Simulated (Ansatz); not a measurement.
Runs of Ansatz 0.2.0 on FeO (Wuestite). Symmetry: Fm-3m, No. 225, cubic system. Conventional cell: a = 4.311 Å, b = 4.311 Å, c = 4.311 Å, α = 90.00°, β = 90.00°, γ = 90.00°. Around Fe (site symmetry m-3m) lie 6 O at 2.16 Å. O (site symmetry m-3m) is surrounded by 6 Fe at 2.16 Å. 

```csv
task,level,cell,smearing,gap on the mesh (eV),pressure (GPa),moment (μB),relaxed volume (Å³/atom)
single point,PBE,as given,gaussian 0.016 eV,none,-0.3,4.00,-
single point,PBE,as given,gaussian 0.015 eV,none,-0.3,4.00,-
relaxation of cell and atoms,BLYP,relaxed,fermi-dirac 0.05 eV,-,0.0,4.00,10.39
single point,PBE,as given,gaussian 0.022 eV,none,-0.3,4.00,-
relaxation of cell and atoms,RPBE+D4,relaxed,fermi-dirac 0.05 eV,-,0.0,4.00,(a)
```

Alike in all rows: potentials or basis Ansatz PAW; spin collinear, ferromagnetic start; k mesh 11 × 11 × 11; cutoff (eV) 420.

Question: Fill in the values left out.

Answer: (a) 9.85.

Caveats: a cell with one magnetic atom can't hold antiferromagnetic order, which such compounds often take; semilocal functionals often make such compounds metallic where correlation or magnetic order opens a gap, which also shifts bond lengths (some runs); the plane-wave basis is chosen anew once the cell has moved, so the energies of steps on either side of that aren't comparable (some runs); the PAW data sets come from PBE, with cores solved anew for the run's functional, which leaves a small shift of forces and pressure (some runs).

A gap of «none» marks a metal or a gap under the smearing width.
